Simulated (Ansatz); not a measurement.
## Phase order of In (with spin–orbit coupling)

Structure types of In are relaxed in primitive cells with their symmetry kept at 0 GPa, first on PAW files, then by LAPW. The enthalpy is E + pV at zero temperature, without zero-point motion. Only the types listed were tried, and differences under about 5 meV/atom are mesh noise. Not among the end structures: fcc, which may lie lower.

Computed with Ansatz 0.2.0; functional PBE, with spin–orbit coupling. Settings: Fermi–Dirac smearing of 0.05 eV, no spin polarisation. Methods: LAPW: all electrons, basis error target 0.5 meV/atom; PAW: frozen-core files, cutoff 420 eV.

k meshes: bcc 15×15×15, hcp 14×14×8, sc 13×13×13, diamond 11×11×11.

```csv
start type,ends as,"a, b, c (Å)",V (Å³/atom),"H − H(lowest), LAPW (meV/atom)"
bcc,"bcc, Im-3m","3.812, 3.812, 3.812",27.70,8.3
hcp,"hcp, P6_3/mmc","3.364, 3.364, 5.644",27.66,0.0
sc,"sc, Pm-3m","3.090, 3.090, 3.090",29.51,?
diamond,"diamond, Fd-3m","6.726, 6.726, 6.726",38.04,?
```

Fill in "H − H(lowest), LAPW (meV/atom)" for the row "diamond".

329.0.

Give the missing entry: row "sc", column "H − H(lowest), LAPW (meV/atom)".

97.4.
